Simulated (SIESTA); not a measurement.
Crystal: MnS.

```
CELL_PARAMETERS angstrom
0.00000 2.60450 2.60450
2.60450 0.00000 2.60450
2.60450 2.60450 0.00000
ATOMIC_POSITIONS crystal
Mn 0.00000 0.00000 0.00000
S 0.50000 0.50000 0.50000
```

Program: SIESTA 5.4.2. Alike in all runs: spin collinear, ferromagnetic start; cell as given; k mesh 9 × 9 × 9; smearing fermi-dirac 0.05 eV; grid cutoff 800 Ry; energy shift 0.003 Ry.

Question: Order these runs on this cell by their pressure, lowest first.
A. level PBE; potentials or basis PseudoDojo 0.4 standard (PBE files), DZP (energy shift 0.003 Ry; two zetas on semicore shells)
B. level PBEsol; potentials or basis PseudoDojo 0.4 standard (PBEsol files), DZP (energy shift 0.003 Ry; two zetas on semicore shells)
C. level LDA; potentials or basis PseudoDojo 0.4 standard (LDA files), DZP (energy shift 0.003 Ry; two zetas on semicore shells)

Answer: C (-10.5 GPa), B (-6.1 GPa), A (-1.4 GPa).

Caveats: short orbitals over semicore shells can move pressures by several GPa; the basis of atomic orbitals isn't converged, which shifts pressures, moduli and gaps; a cell with one magnetic atom can't hold antiferromagnetic order, which such compounds often take.
